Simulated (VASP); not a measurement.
# W (Im-3m) in VASP: notebook

Runs on W. Level: LDA+U. Tasks: single point.

Everything below comes from runs of VASP 6.6.1. Logs are shortened: lines on timing, memory, paths and dates and some standing lists are left out, and cuts for length are marked.

## 1. The crystal as given

It takes space group Im-3m (No. 229, cubic). Conventional cell: a = 3.165 Å, b = 3.165 Å, c = 3.165 Å, α = 90.00°, β = 90.00°, γ = 90.00°. W (site symmetry m-3m) has 8 W at 2.74 Å as nearest neighbours.

## 2. Single point, LDA+U

INCAR

```
SYSTEM = W
  ALGO = Fast
  EDIFF = 1E-7
  ENCUT = 520
  ISIF = 2
  ISMEAR = -1
  LASPH = .True.
  LCHARG = .False.
  LDAU = .True.
  LDAUJ = 0
  LDAUL = 2
  LDAUPRINT = 1
  LDAUTYPE = 2
  LDAUU = 2
  LMAXMIX = 4
  LREAL = .False.
  LWAVE = .False.
  NBANDS = 13
  NELM = 80
  PREC = Accurate
  SIGMA = 0.05
```

KPOINTS

```
k-points
0
Gamma
  12 12 12
  0 0 0
```

POSCAR

```
W
1.0
   -1.5823450000      1.5823450000      1.5823450000
    1.5823450000     -1.5823450000      1.5823450000
    1.5823450000      1.5823450000     -1.5823450000
W
1
Direct
    0.0000000000      0.0000000000      0.0000000000
```

Potentials or basis: VASP PAW LDA potentials, release 64 (W_sv).

Launch:

```console
cat potpaw_LDA.64/W_sv/POTCAR > POTCAR
mpirun -np 1 vasp_std > vasp.out
```

OUTCAR:

```text
SYSTEM = W
   EDIFF = 1E-7
   ENCUT = 520
   ISIF = 2
   ISMEAR = -1
   LASPH = .True.
   LREAL = .False.
   NELM = 80
   PREC = Accurate

 ion  position               nearest neighbor table
   1  0.000  0.000  0.000-

  LATTYP: Found a body centered cubic cell.
 ALAT       =     3.1646900000

  Lattice vectors:

 A1 = (  -1.5823450000,   1.5823450000,   1.5823450000)
 A2 = (   1.5823450000,  -1.5823450000,   1.5823450000)
 A3 = (   1.5823450000,   1.5823450000,  -1.5823450000)

Analysis of symmetry for initial positions (statically):
=====================================================================
 Subroutine PRICEL returns:
 Original cell was already a primitive cell.

 Routine SETGRP: Setting up the symmetry group for a
 body centered cubic supercell.

 Subroutine GETGRP returns: Found 48 space group operations
 (whereof 48 operations were pure point group operations)
 out of a pool of 48 trial point group operations.

The static configuration has the point symmetry O_h .

Analysis of symmetry for dynamics (positions and initial velocities):
=====================================================================
 Subroutine PRICEL returns:
 Original cell was already a primitive cell.

 Routine SETGRP: Setting up the symmetry group for a
 body centered cubic supercell.

 Subroutine GETGRP returns: Found 48 space group operations
 (whereof 48 operations were pure point group operations)
 out of a pool of 48 trial point group operations.

The dynamic configuration has the point symmetry O_h .

 Subroutine INISYM returns: Found 48 space group operations
 (whereof 48 operations are pure point group operations),
 and found     1 'primitive' translations

----------------------------------------------------------------------------------------

                                     Primitive cell

[... 149 lines left out ...]

 occupancies and eigenvectors

  o =  0.2460  v =  0.0000 -0.0000 -0.0193 -0.0000 -0.9998  0.0000  0.0000  0.0000  0.0000  0.0000      0.0000  0.0000  0.0000  0.0000  0.0000  0.0000  0.0000  0.0000  0.0000  0.0000
  o =  0.2460  v =  0.0000  0.0000  0.0000  0.0000  0.0000  0.0000 -0.0000 -0.0193 -0.0000 -0.9998      0.0000  0.0000  0.0000  0.0000  0.0000  0.0000  0.0000  0.0000  0.0000  0.0000
  o =  0.2460  v =  0.0000 -0.0000 -0.9998 -0.0000  0.0193  0.0000  0.0000  0.0000  0.0000  0.0000      0.0000  0.0000  0.0000  0.0000  0.0000  0.0000  0.0000  0.0000  0.0000  0.0000
  o =  0.2460  v =  0.0000  0.0000  0.0000  0.0000  0.0000  0.0000 -0.0000 -0.9998 -0.0000  0.0193      0.0000  0.0000  0.0000  0.0000  0.0000  0.0000  0.0000  0.0000  0.0000  0.0000
  o =  0.4020  v =  0.0000  0.0000  0.0000  0.0000  0.0000  0.0000 -0.0032  0.0000 -1.0000 -0.0000      0.0000  0.0000  0.0000  0.0000  0.0000  0.0000  0.0000  0.0000  0.0000  0.0000
  o =  0.4020  v =  0.0000 -0.0032  0.0000 -1.0000 -0.0000  0.0000  0.0000  0.0000  0.0000  0.0000      0.0000  0.0000  0.0000  0.0000  0.0000  0.0000  0.0000  0.0000  0.0000  0.0000
  o =  0.4020  v =  1.0000  0.0000  0.0000  0.0000  0.0000  0.0000  0.0000  0.0000  0.0000  0.0000      0.0000  0.0000  0.0000  0.0000  0.0000  0.0000  0.0000  0.0000  0.0000  0.0000
  o =  0.4020  v =  0.0000  0.0000  0.0000  0.0000  0.0000  1.0000  0.0000  0.0000  0.0000  0.0000      0.0000  0.0000  0.0000  0.0000  0.0000  0.0000  0.0000  0.0000  0.0000  0.0000
  o =  0.4020  v =  0.0000  1.0000 -0.0000 -0.0032 -0.0000  0.0000  0.0000  0.0000  0.0000  0.0000      0.0000  0.0000  0.0000  0.0000  0.0000  0.0000  0.0000  0.0000  0.0000  0.0000
  o =  0.4020  v =  0.0000  0.0000  0.0000  0.0000  0.0000  0.0000  1.0000 -0.0000 -0.0032 -0.0000      0.0000  0.0000  0.0000  0.0000  0.0000  0.0000  0.0000  0.0000  0.0000  0.0000

 number of electron      14.0000004 magnetization

 Free energy of the ion-electron system (eV)
  ---------------------------------------------------
  ext. energy  EPLUGINS =         0.00000000
  ---------------------------------------------------
  free energy    TOTEN  =       -11.90174543 eV

  energy without entropy =      -11.89673950  energy(sigma->0) =      -11.89924247

 E-fermi :  11.3854     XC(G=0): -13.8391

 val. band max:       11.3677060124   @ k =   0.4167   0.0833   0.0000
 cond. band min:      11.4120074490   @ k =  -0.1667   0.1667   0.1667
 fundamental gap:      0.0443014366
 Fermi energy:        11.3853539388

 k-point     1 :       0.0000    0.0000    0.0000
  band No.  band energies     occupation
      1     -62.4929      2.00000
      2     -26.2946      2.00000
      3     -26.2946      2.00000
      4     -26.2946      2.00000
      5       1.7776      2.00000
      6      10.2121      2.00000
      7      10.2121      2.00000
      8      10.2121      2.00000
      9      13.9126      0.00000
     10      13.9126      0.00000
     11      25.9062      0.00000
     12      25.9062      0.00000
     13      25.9062      0.00000
[... 354 lines left out ...]
  band No.  band energies     occupation
      1     -62.3523      2.00000
      2     -27.5153      2.00000
      3     -26.7798      2.00000
      4     -26.3899      2.00000
      5       5.8709      2.00000
      6       7.8420      2.00000
      7      11.1985      1.95342
      8      14.0065      0.00000
      9      14.8467      0.00000
     10      18.8871      0.00000
     11      21.2974      0.00000
     12      23.6215      0.00000
     13      27.4707      0.00000

 [... further k-points ...]

------------------------ aborting loop because EDIFF is reached ----------------------------------------

  FORCE on cell =-STRESS in cart. coord.  units (eV):
  Direction    XX          YY          ZZ          XY          YZ          ZX
  --------------------------------------------------------------------------------------
  -------------------------------------------------------------------------------------
  Total       -0.1613457     -0.1613457     -0.1613457      0.0000000      0.0000000      0.0000000
  in kB      -16.3118915    -16.3118915    -16.3118915      0.0000000      0.0000000      0.0000000
  external PRESSURE =     -16.3118915 kB  Pullay stress =       0.0000000 kB

 VOLUME and BASIS-vectors are now :
 -----------------------------------------------------------------------------
  energy-cutoff  :      520.00
  volume of cell :       15.85
      direct lattice vectors                 reciprocal lattice vectors
    -1.582345000  1.582345000  1.582345000     0.000000000  0.315986716  0.315986716
     1.582345000 -1.582345000  1.582345000     0.315986716  0.000000000  0.315986716
     1.582345000  1.582345000 -1.582345000     0.315986716  0.315986716  0.000000000

 POSITION                                       TOTAL-FORCE (eV/Angst)
 -----------------------------------------------------------------------------------
      0.00000      0.00000      0.00000         0.000000     -0.000000     -0.000000
 -----------------------------------------------------------------------------------
    total drift:                                0.000000      0.000000      0.000000

  FREE ENERGIE OF THE ION-ELECTRON SYSTEM (eV)
  ---------------------------------------------------
  free  energy   TOTEN  =       -11.9017454285 eV

  energy  without entropy=      -11.8967395021  energy(sigma->0) =      -11.89924247
```

stdout:

```text
POSCAR found type information on POSCAR W
 POSCAR found :  1 types and       1 ions
 scaLAPACK will be used
 LDA part: xc-table for (Slater(with rela. corr.)+CA(PZ))
 , standard interpolation
 POSCAR, INCAR and KPOINTS ok, starting setup
 FFT: planning ... GRIDC
 FFT: planning ... GRID_SOFT
 FFT: planning ... GRID
 WAVECAR not read
 entering main loop
```

Run time: 9.3 s. Hardware: 1 thread of Intel Xeon Platinum 8488C (Sapphire Rapids), shared host; peak memory 0.12 GiB.

Results:

| Item | Value |
| --- | --- |
| Free energy | -11.9017 eV |
| Pressure | -1.6 GPa |
| Band gap on the k mesh | none (metal or under the smearing width) |

Eigenvalues of the final occupation matrices:
```
    site  spin  trace               eigenvalues
site 1 d     1   1.70  0.25 0.25 0.40 0.40 0.40
site 1 d     2   1.70  0.25 0.25 0.40 0.40 0.40
```

Caveat: U without spin polarisation on a metal has little footing; the U is typed as a test and isn't derived for this compound. Spin-orbit coupling is left out, which matters for the levels of W.

[end of part 1 of 2]
